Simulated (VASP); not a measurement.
All values below come from PBE GGA, VASP's PBE PAW potentials (set 64) (plane waves; VASP).

Input for VASP

**KPOINTS**
```
Automatic
0
Gamma
  6 6 6
0 0 0
```

POSCAR:
```
CsCl
1
    4.1200000000     0.0000000000     0.0000000000
    0.0000000000     4.1200000000     0.0000000000
    0.0000000000     0.0000000000     4.1200000000
Cs Cl
1 1
Direct
  0.0000000000   0.0000000000   0.0000000000
  0.5000000000   0.5000000000   0.5000000000
```

**INCAR**
```
ISMEAR  =  0
PREC  =  Normal
ALGO  =  Exact
LWAVE  =  .True.
EDIFF  =  1E-8   ! SCF stop (eV)
LOPTICS  =  .True.
NELM  =  1   ! most electronic steps
SYSTEM  =  CsCl
ENCUT  =  500   ! plane-wave cut-off (eV)
LREAL  =  .False.   ! projection in real space or not
GGA  =  PE   ! PBE
NBANDS  =  120
SIGMA  =  0.01
LCHARG  =  .False.
LASPH  =  .True.
```

POTCAR, in this order: Cs_sv_GW Cl_GW (PBE.64 set). Program: vasp_std. Read from the step before: WAVECAR.

Output

OSZICAR:
```
       N       E                     dE             d eps       ncg     rms          rms(c)
DIA:   1    -0.820941517593E+01   -0.82094E+01    0.00000E+00     0   0.000E+00
   1 F= -.82094152E+01 E0= -.82094152E+01  d E =-.114123E-17
 imaginary and real dielectric function
```

**OUTCAR**
```
 val. band max:        0.4866065789   @ k =   0.0000   0.0000   0.0000

 cond. band min:       5.7689461156   @ k =   0.0000   0.0000   0.0000



 k-point     1 :       0.0000    0.0000    0.0000
  band No.  band energies     occupation
      1     -18.8689      2.00000
      2     -11.6942      2.00000
      3      -5.3587      2.00000
      4      -5.3587      2.00000
      5      -5.3587      2.00000
      6       0.4866      2.00000
      7       0.4866      2.00000
      8       0.4866      2.00000
      9       5.7689      0.00000
     10       5.8902      0.00000
     11       5.8902      0.00000
     12      10.5264      0.00000
     13      10.5264      0.00000
     14      10.5264      0.00000
     15      13.6279      0.00000
     16      13.6279      0.00000
     17      14.3178      0.00000
     18      14.3178      0.00000
     19      14.3178      0.00000
     20      14.9680      0.00000
     21      14.9680      0.00000
     22      14.9680      0.00000
     23      16.5248      0.00000
     24      17.1969      0.00000
     25      17.1969      0.00000
     26      17.1969      0.00000
     27      19.5624      0.00000
     28      19.5624      0.00000
     29      19.5624      0.00000
     30      21.7489      0.00000
     31      22.0140      0.00000
     32      22.0140      0.00000
     33      22.0140      0.00000
     34      25.9506      0.00000
     35      25.9506      0.00000
     36      27.4350      0.00000
     37      27.4350      0.00000
     38      27.5200      0.00000
     39      29.4452      0.00000
     40      29.4452      0.00000
     41      29.4452      0.00000
     42      32.3682      0.00000
     43      33.0114      0.00000
     44      33.0114      0.00000
     45      33.0114      0.00000
     46      33.8649      0.00000
     47      33.8649      0.00000
     48      33.8649      0.00000
     49      37.0538      0.00000
     50      37.0538      0.00000
     51      37.0538      0.00000
     52      39.3219      0.00000
...
```

The density is held fixed in this step, so its total energy and stress have no physical meaning. Unless said otherwise, spin-orbit coupling is left out, though it shifts the bands of the heavy elements here.

The compound is CsCl in the CsCl type structure. The cell was not relaxed at this level.
